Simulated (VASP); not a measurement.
# Li (Im-3m) in VASP: further runs

Runs on Li. Level: PBE+D3(BJ). Tasks: single point, relaxation of cell and atoms.

Program: VASP 6.6.1. These are calculated values, not measurements. Logs are shortened: lines on timing, memory, paths and dates and some standing lists are left out, and cuts for length are marked.

## Step 1: The crystal as given

The structure is cubic, space group Im-3m (No. 229). The conventional cell has a = 3.432 Å, b = 3.432 Å, c = 3.432 Å, α = 90.00°, β = 90.00°, γ = 90.00°. Around Li (site symmetry m-3m) lie 8 Li at 2.97 Å.

## Step 2: Single point, PBE+D3(BJ) (relaxed again under DFT PBE+D3(BJ), scalar-relativistic, plane waves, PAW)

INCAR

```
SYSTEM = Li
ALGO = Fast ; EDIFF = 1E-6
ENCUT = 520 ; GGA = PE
ISIF = 2 ; ISMEAR = 0
IVDW = 12 ; LASPH = .TRUE.
LCHARG = .FALSE. ; LREAL = .FALSE.
LWAVE = .FALSE. ; NBANDS = 8
NELM = 60 ; PREC = Accurate
SIGMA = 0.1
```

KPOINTS

```
k-points
0
G
  16 16 16
  0 0 0
```

POSCAR

```
Li
1.0
   -1.6610568182      1.6610568182      1.6610568182
    1.6610568182     -1.6610568182      1.6610568182
    1.6610568182      1.6610568182     -1.6610568182
Li
1
Direct
    0.0000000000      0.0000000000      0.0000000000
```

Potentials or basis: VASP PAW PBE potentials, release 64 (Li_sv).

Command:

```
cat potpaw_PBE.64/Li_sv/POTCAR > POTCAR
mpirun -np 1 vasp_std > vasp.out
```

OUTCAR:

```text
SYSTEM = Li
   EDIFF = 1E-6
   ENCUT = 520
   GGA = PE
   ISIF = 2
   ISMEAR = 0
   IVDW = 12
   LASPH = .TRUE.
   LREAL = .FALSE.
   NELM = 60
   PREC = Accurate
 IVDW          = 12

 ion  position               nearest neighbor table
   1  0.000  0.000  0.000-

  LATTYP: Found a body centered cubic cell.
 ALAT       =     3.3221136364

  Lattice vectors:

 A1 = (  -1.6610568182,   1.6610568182,   1.6610568182)
 A2 = (   1.6610568182,  -1.6610568182,   1.6610568182)
 A3 = (   1.6610568182,   1.6610568182,  -1.6610568182)

Analysis of symmetry for initial positions (statically):
=====================================================================
 Subroutine PRICEL returns:
 Original cell was already a primitive cell.

 Routine SETGRP: Setting up the symmetry group for a
 body centered cubic supercell.

 Subroutine GETGRP returns: Found 48 space group operations
 (whereof 48 operations were pure point group operations)
 out of a pool of 48 trial point group operations.

The static configuration has the point symmetry O_h .

Analysis of symmetry for dynamics (positions and initial velocities):
=====================================================================
 Subroutine PRICEL returns:
 Original cell was already a primitive cell.

 Routine SETGRP: Setting up the symmetry group for a
 body centered cubic supercell.

 Subroutine GETGRP returns: Found 48 space group operations
 (whereof 48 operations were pure point group operations)
 out of a pool of 48 trial point group operations.

The dynamic configuration has the point symmetry O_h .

 Subroutine INISYM returns: Found 48 space group operations
 (whereof 48 operations are pure point group operations),
 and found     1 'primitive' translations

----------------------------------------------------------------------------------------

                                     Primitive cell

  volume of cell :      18.3322

  direct lattice vectors                    reciprocal lattice vectors
    -1.661056818  1.661056818  1.661056818     0.000000000  0.301013183  0.301013183
     1.661056818 -1.661056818  1.661056818     0.301013183  0.000000000  0.301013183
     1.661056818  1.661056818 -1.661056818     0.301013183  0.301013183  0.000000000

  length of vectors
     2.877034803  2.877034803  2.877034803     0.425696926  0.425696926  0.425696926

  position of ions in fractional coordinates (direct lattice)
     0.000000000  0.000000000  0.000000000

  ion indices of the primitive-cell ions
   primitive index   ion index
                 1           1

----------------------------------------------------------------------------------------

 KPOINTS: k-points

Automatic generation of k-mesh.
 Grid dimensions read from file:
 generate k-points for:   16   16   16

 Generating k-lattice:

  Cartesian coordinates                     Fractional coordinates (reciprocal lattice)
     0.000000000  0.018813324  0.018813324     0.062500000  0.000000000  0.000000000
     0.018813324  0.000000000  0.018813324     0.000000000  0.062500000  0.000000000
     0.018813324  0.018813324  0.000000000     0.000000000  0.000000000  0.062500000

  Length of vectors
     0.026606058  0.026606058  0.026606058

  Shift w.r.t. Gamma in fractional coordinates (k-lattice)
     0.000000000  0.000000000  0.000000000

 Subroutine IBZKPT returns following result:
 ===========================================

 Found    145 irreducible k-points:

 Following reciprocal coordinates:
            Coordinates               Weight
  0.000000  0.000000  0.000000      1.000000
  0.062500  0.000000  0.000000     12.000000
  0.125000  0.000000  0.000000     12.000000
  0.187500  0.000000  0.000000     12.000000
  0.250000  0.000000  0.000000     12.000000
  0.312500  0.000000  0.000000     12.000000
[... 16 lines left out ...]
  0.187500  0.187500  0.000000     24.000000
  0.250000  0.187500  0.000000     48.000000
 [... further k-points ...]
   k-points           NKPTS =    145   k-points in BZ     NKDIM =    145   number of bands    NBANDS=      8
   number of dos      NEDOS =    301   number of ions     NIONS =      1
   total plane-waves  NPLWV =  13824
   dimension x,y,z NGX =    24 NGY =   24 NGZ =   24
   dimension x,y,z NGXF=    48 NGYF=   48 NGZF=   48
   ions per type =               1
   NGX,Y,Z   is equivalent  to a cutoff of  13.87, 13.87, 13.87 a.u.
   NGXF,Y,Z  is equivalent  to a cutoff of  27.74, 27.74, 27.74 a.u.
 SYSTEM =  Li
   PREC   = accura    normal or accurate (medium, high low for compatibility)
   ISTART =      0    job   : 0-new  1-cont  2-samecut
   ICHARG =      2    charge: 1-file 2-atom 10-const
   ISPIN  =      1    spin polarized calculation?
   LNONCOLLINEAR =      F non collinear calculations
   LSORBIT =      F    spin-orbit coupling
   LASPH  =      T    aspherical Exc in radial PAW
   ENCUT  =  520.0 eV  38.22 Ry    6.18 a.u.   5.35  5.35  5.35*2*pi/ulx,y,z
   NELM   =     60;   NELMIN=  2; NELMDL= -5     # of ELM steps
   EDIFF  = 0.1E-05   stopping-criterion for ELM
   LREAL  =      F    real-space projection
   EDIFFG = 0.1E-04   stopping-criterion for IOM
   NSW    =      0    number of steps for IOM
   IBRION =     -1    ionic relax: 0-MD 1-quasi-New 2-CG
   NFREE  =      0    steps in history (QN), initial steepest desc. (CG)
   ISIF   =      2    stress and relaxation
   ISYM   =      2    0-nonsym 1-usesym 2-fastsym
   POTIM  = 0.5000    time-step for ionic-motion
   TEBEG  =    0.0;   TEEND  =   0.0 temperature during run
   PSTRESS=    0.0 pullay stress
   NELECT =       3.0000    total number of electrons
   NUPDOWN=      -1.0000    fix difference up-down
   EMIN   =  10.00;   EMAX   =-10.00  energy-range for DOS
   EFERMI =   0.00;   METHOD = LEGACY
   ISMEAR =     0;   SIGMA  =   0.10  broadening in eV -4-tet -1-fermi 0-gaus
   EFERMI_NEDOS =   21; number of points for ismear=-14 and -15
   IALGO  =     68    algorithm
   IMIX   =      4    mixing-type and parameters
     AMIX     =   0.40;   BMIX     =  1.00
     AMIX_MAG =   1.60;   BMIX_MAG =  1.00
  volume/ion in A,a.u.               =      18.33       123.71
  Fermi-wavevector in a.u.,A,eV,Ry     =   0.895456  1.692166 10.909708  0.801841
  Thomas-Fermi vector in A             =   2.017790
   LORBIT       =      0    0 simple, 1 ext, 2 COOP (PROOUT), +10 PAW based schemes
   GGA     = PE    functional components
   LHFCALC =     F    Hartree Fock is set to
   AEXX    =    0.0000 exact exchange contribution
   IVDW    =    12    specifies the selected vdW correction
   LEPSILON=     F    determine dielectric tensor
   LRPA    =     F    only Hartree local field effects (RPA)
 non-spin polarized calculation
 RMM-DIIS sequential band-by-band and
 Gauss-broadening in eV      SIGMA  =   0.10
  energy-cutoff  :      520.00
  volume of cell :       18.33
 maximum number of plane-waves:       531
 NGX is ok and might be reduce to    24
   NGX = 11   NGY = 11   NGZ = 11

 number of electron       3.0000002 magnetization

 Free energy of the ion-electron system (eV)
  ---------------------------------------------------
  ext. energy  EPLUGINS =         0.00000000
  ---------------------------------------------------
  free energy    TOTEN  =        -1.89617399 eV

  energy without entropy =       -1.89327940  energy(sigma->0) =       -1.89472670

 E-fermi :   0.9134     XC(G=0):  -7.2939

 val. band max:        0.8969454774   @ k =   0.2500   0.2500   0.0000
 cond. band min:       0.9134665969   @ k =   0.3750   0.0625   0.0625
 fundamental gap:      0.0165211195
 Fermi energy:         0.9133685284

 k-point     1 :       0.0000    0.0000    0.0000
  band No.  band energies     occupation
      1     -45.4478      2.00000
      2      -2.7704      2.00000
      3      16.6098      0.00000
      4      16.6098      0.00000
      5      16.6099      0.00000
      6      21.5943      0.00000
      7      21.5943      0.00000
      8      21.5945      0.00000

 k-point     2 :       0.0625    0.0000    0.0000
  band No.  band energies     occupation
      1     -45.4465      2.00000
      2      -2.6935      2.00000
      3      16.0645      0.00000
      4      16.1966      0.00000
      5      16.4657      0.00000
      6      20.3372      0.00000
      7      20.5438      0.00000
      8      21.8152      0.00000

 k-point     3 :       0.1250    0.0000    0.0000
  band No.  band energies     occupation
      1     -45.4434      2.00000
      2      -2.4641      2.00000
      3      14.4729      0.00000
      4      15.3232      0.00000
      5      16.0576      0.00000
      6      19.2224      0.00000
      7      19.2750      0.00000
      8      21.4017      0.00000

 k-point     4 :       0.1875    0.0000    0.0000
  band No.  band energies     occupation
      1     -45.4387      2.00000
      2      -2.0813      2.00000
      3      12.3749      0.00000
      4      14.3963      0.00000
      5      15.4825      0.00000
      6      18.0727      0.00000
      7      18.8928      0.00000
      8      21.4695      0.00000

 k-point     5 :       0.2500    0.0000    0.0000
  band No.  band energies     occupation
      1     -45.4332      2.00000
      2      -1.5465      2.00000
      3      10.2442      0.00000
      4      13.5722      0.00000
      5      14.8745      0.00000
      6      17.1250      0.00000
      7      18.8317      0.00000
      8      21.9173      0.00000
[... 177 lines left out ...]
 k-point    22 :       0.4375    0.1250    0.0000
  band No.  band energies     occupation
      1     -45.4179      2.00000
      2       1.4532      0.00000
      3       4.5307      0.00000
      4      10.4196      0.00000
      5      12.5400      0.00000
      6      18.0773      0.00000
      7      20.0527      0.00000
      8      25.0437      0.00000

 k-point    23 :       0.1875    0.1875    0.0000
  band No.  band energies     occupation
      1     -45.4264      2.00000
      2      -0.6967      2.00000
      3       8.9102      0.00000
      4      10.5659      0.00000
      5      13.3336      0.00000
      6      18.9390      0.00000
      7      19.7089      0.00000
      8      22.9226      0.00000

 k-point    24 :       0.2500    0.1875    0.0000
  band No.  band energies     occupation
      1     -45.4221      2.00000
      2       0.0637      2.00000
      3       7.3091      0.00000
      4       9.7772      0.00000
      5      12.9007      0.00000
      6      19.1281      0.00000
      7      20.0574      0.00000
      8      23.7074      0.00000

 [... further k-points ...]

------------------------ aborting loop because EDIFF is reached ----------------------------------------

 Edisp (eV)   -0.18691

 E8    (eV) :    -0.0777

  FORCE on cell =-STRESS in cart. coord.  units (eV):
  Direction    XX          YY          ZZ          XY          YZ          ZX
  --------------------------------------------------------------------------------------
  -------------------------------------------------------------------------------------
  Total      -0.00513    -0.00513    -0.00513     0.00000    -0.00000     0.00000
  in kB      -0.44842    -0.44842    -0.44842     0.00000    -0.00000     0.00000
  external pressure =       -0.45 kB  Pullay stress =        0.00 kB

 VOLUME and BASIS-vectors are now :
 -----------------------------------------------------------------------------
  energy-cutoff  :      520.00
  volume of cell :       18.33
      direct lattice vectors                 reciprocal lattice vectors
    -1.661056818  1.661056818  1.661056818     0.000000000  0.301013183  0.301013183
     1.661056818 -1.661056818  1.661056818     0.301013183  0.000000000  0.301013183
     1.661056818  1.661056818 -1.661056818     0.301013183  0.301013183  0.000000000

 POSITION                                       TOTAL-FORCE (eV/Angst)
 -----------------------------------------------------------------------------------
      0.00000      0.00000      0.00000         0.000000     -0.000000      0.000000
 -----------------------------------------------------------------------------------
    total drift:                                0.000000      0.000000     -0.000000

  FREE ENERGIE OF THE ION-ELECTRON SYSTEM (eV)
  ---------------------------------------------------
  free  energy   TOTEN  =        -2.0830804253 eV

  energy  without entropy=       -2.0801858350  energy(sigma->0) =       -2.08163313
```

Run time: 6.3 s. Hardware: 1 thread of Intel Xeon 6975P-C (Granite Rapids), shared host; peak memory 0.14 GiB.

Results:

| Property | Result |
| --- | --- |
| Free energy | -2.0831 eV |
| Band gap on the k mesh | none (metal or under the smearing width) |
| Dispersion energy per atom | -0.187 eV |

Caveat: the cutoff is under 1.25 times the usual one of these potentials, so pressure, stress and relaxed cells hold a basis-set (Pulay) error; pairwise dispersion overbinds metals, which lowers pressure and volume.

## Step 3: Relaxation of cell and atoms, PBE+D3(BJ)

INCAR

```
SYSTEM = Li
PREC = Accurate
ENCUT = 600
EDIFF = 1E-7
ISMEAR = 0
SIGMA = 0.1
LREAL = .FALSE.
LASPH = .TRUE.
NELM = 60
ALGO = Fast
ISIF = 3
LWAVE = .FALSE.
LCHARG = .FALSE.
GGA = PE
IVDW = 12
IBRION = 2
NSW = 70
EDIFFG = -0.005
```

KPOINTS

```
regular mesh
0
G
  16 16 16
  0 0 0
```

POSCAR

```
Li
1.0
   -1.7158075576      1.7158075576      1.7158075576
    1.7158075576     -1.7158075576      1.7158075576
    1.7158075576      1.7158075576     -1.7158075576
Li
1
Direct
    0.0000000000      0.0000000000      0.0000000000
```

Potentials or basis: VASP PAW PBE potentials, release 64 (Li_sv).

Command:

```
cat potpaw_PBE.64/Li_sv/POTCAR > POTCAR
mpirun -np 1 vasp_std > vasp.out
```

It took 15 s on 1 thread of Intel Xeon 6975P-C (Granite Rapids), shared host; peak memory 0.15 GiB.

It converged, with:

```yaml
Free_energy: -2.0852 eV
Relaxed_volume: 18.10 Å³/atom
Relaxed_cell: a = 2.865 Å, b = 2.865 Å, c = 2.865 Å, α = 109.47°, β = 109.47°, γ = 109.47°
Space_group_after_relaxing_to_0.05_Å: Im-3m (No. 229)
Energy_gained_by_relaxing: 9.9 meV/atom
Ionic_steps: 4
Pressure_after_relaxing: 0.0 GPa
Band_gap_on_the_k_mesh: none (metal or under the smearing width)
Dispersion_energy_per_atom: -0.189 eV
```

The path:
| step | energy change (eV) | largest force (eV/Å) | pressure (GPa) | volume (Å³) |
| --- | --- | --- | --- | --- |
| 1 | 0.0000 | 0.0000 | -1.35 | 20.21 |
| 2 | -0.0039 | 0.0000 | -1.13 | 19.71 |
| 3 | -0.0099 | 0.0000 | -0.14 | 18.27 |
| 4 | -0.0099 | 0.0000 | 0.01 | 18.10 |

Final structure:
```yaml
crystal:
  lattice:
    - [-1.65392, 1.65392, 1.65392]
    - [1.65392, -1.65392, 1.65392]
    - [1.65392, 1.65392, -1.65392]
  atoms:
    - { symbol: Li, position: [0.00000, 0.00000, 0.00000] }
```

Levels at points of the mesh, in eV from the Fermi level:
| k point | band 1 | band 2 | band 3 | band 4 | band 5 |
| --- | --- | --- | --- | --- | --- |
| (0.00, 0.00, 0.00) | -46.33 | -3.70 | 15.84 | 15.84 | 15.84 |
| (0.50, 0.00, 0.00) | -46.30 | 0.22 | 3.66 | 11.22 | 12.78 |
| (0.50, 0.50, 0.50) | -46.28 | 5.95 | 5.95 | 5.95 | 8.30 |

Caveat: the cutoff is under 1.25 times the usual one of these potentials, so pressure, stress and relaxed cells hold a basis-set (Pulay) error; pairwise dispersion overbinds metals, which lowers pressure and volume.
